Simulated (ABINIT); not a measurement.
Crystal: PbF2 (Fluorocronite).

```
Pb F
1.0
     0.00000    2.96366    2.96366
     2.96366    0.00000    2.96366
     2.96366    2.96366    0.00000
Pb F
1 2
Direct
  0.00000 0.00000 0.00000
  0.75000 0.75000 0.75000
  0.25000 0.25000 0.25000
```

- Program: ABINIT 10.8.3 (patched build)
- Task: relaxation of cell and atoms
- Functional: LDA
- Potentials or basis: PseudoDojo NC SR LDA v0.4.1 standard
- Cutoff: 1143 eV
- k mesh: 6 × 6 × 6
- Occupations: fermi-dirac, width 0.05 eV
- Spin: no spin polarisation

At the start: pressure -4.5 GPa; volume 17.35 Å³/atom.

Task: How do energy, volume and symmetry change on relaxing?

Result: Over 5 steps the energy falls by 14.8 meV/atom and the volume is 16.36 Å³/atom (-5.7 %); space group Fm-3m (No. 225, to 0.05 Å).

The path:
| step | energy change (eV) | largest force (eV/Å) | pressure (GPa) | volume (Å³) |
| --- | --- | --- | --- | --- |
| 1 | 0.0000 | 0.0000 | -4.51 | 52.06 |
| 2 | -0.0181 | 0.0000 | -3.57 | 51.35 |
| 3 | -0.0442 | 0.0000 | 0.40 | 48.85 |
| 4 | -0.0445 | 0.0000 | -0.03 | 49.09 |
| 5 | -0.0445 | 0.0000 | 0.00 | 49.08 |

Final structure:
```
Pb F
1.0
     0.00000    2.90588    2.90588
     2.90588    0.00000    2.90588
     2.90588    2.90588    0.00000
Pb F
1 2
Direct
  0.00000 0.00000 0.00000
  0.75000 0.75000 0.75000
  0.25000 0.25000 0.25000
```
